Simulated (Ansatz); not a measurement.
The system is Te.

```
Te
1.0
     2.30590    1.33131    1.69095
    -2.30590    1.33131    1.69095
     0.00000   -2.66263    1.69095
Te
1
Direct
  0.50000 0.50000 0.50000
```

This isn't the form of Te at room conditions, which is trigonal, of chains.

Base run:

| Quantity | Value |
| --- | --- |
| Program | Ansatz 0.2.0 |
| Functional | PBEsol |
| Potentials or basis | Ansatz PAW |
| Cutoff | 420 eV |
| Density cutoff | 1680 eV |
| k mesh | 9 × 9 × 9 |
| Occupations | fermi-dirac, width 0.05 eV |
| Spin | no spin polarisation |

Its results: band gap on the k mesh none (metal or under the smearing width); pressure -0.1 GPa.

Problem. The run is repeated on the same cell with these changes: functional from PBEsol to r2SCAN; cutoff from 420 eV to 500 eV; density cutoff from 1680 eV to 2000 eV. What comes out?

Solution. Band gap on the k mesh none (metal or under the smearing width); pressure 2.1 GPa.

Caveats: the PAW data sets come from PBE, with cores solved anew for the run's functional, which leaves a small shift of forces and pressure.

Not every run made on this cell is shown here.
